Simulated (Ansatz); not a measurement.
**FeCo (Pm-3m) at 2 levels of theory**

One geometry, relaxed with PBE; plane waves with PAW potentials in Ansatz, scalar-relativistic. Collinear spin, ending at -4.5 μB a primitive cell. Gaps are the least over mesh and band path; pressure is positive in compression.

```
Fe Co
1.0
     2.84475    0.00000    0.00000
     0.00000    2.84475    0.00000
     0.00000    0.00000    2.84475
Fe Co
1 1
Direct
  0.50000 0.50000 0.50000
  0.00000 0.00000 0.00000
```

```csv
level,cutoff (eV),k mesh,gap (eV),pressure (GPa),largest moment (μB)
PBE,420,20×20×20,0,0.0,2.81
```

**Question.** What comes out on the same cell with r2SCAN?

**Answer.**
| level | cutoff (eV) | k mesh | gap (eV) | pressure (GPa) | largest moment (μB) |
| --- | --- | --- | --- | --- | --- |
| r2SCAN | 500 | 20×20×20 | 0 | -1.3 | 3.10 |

The state reached may not be the lowest one.

It was relaxed from a cell as deposited in COD.
